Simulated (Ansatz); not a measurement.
## Sn

```
CELL_PARAMETERS angstrom
-1.72654 1.77555 2.33834
1.72654 -1.77555 2.33834
1.72654 1.77555 -2.33834
ATOMIC_POSITIONS crystal
Sn 0.00000 0.00000 0.00000
```

The cell is the one relaxed in the Materials Project (mp-623511), not relaxed further here; entries there can be hypothetical.

No spin–orbit coupling, which matters for the heavy atoms here.

All numbers below come from DFT, PBEsol, all-electron LAPW, scalar-relativistic (Ansatz 0.2.0).

Sampling and basis: a Γ-centred 16×16×16 k mesh, Fermi–Dirac smearing of 0.03 eV, basis error target 1 meV/atom, no spin polarisation.

| Property | Result |
| --- | --- |
| Pressure at this cell | -3.57 GPa |
| Band gap | none: bands cross the Fermi level, a metal |
| Stress xx, yy, zz (compression positive) | -3.23, -3.78, -3.70 GPa |
| Density of states at the Fermi level (0.2 eV bin) | 0.54 states/eV per cell |
| Volume per atom | 28.67 Å³ |
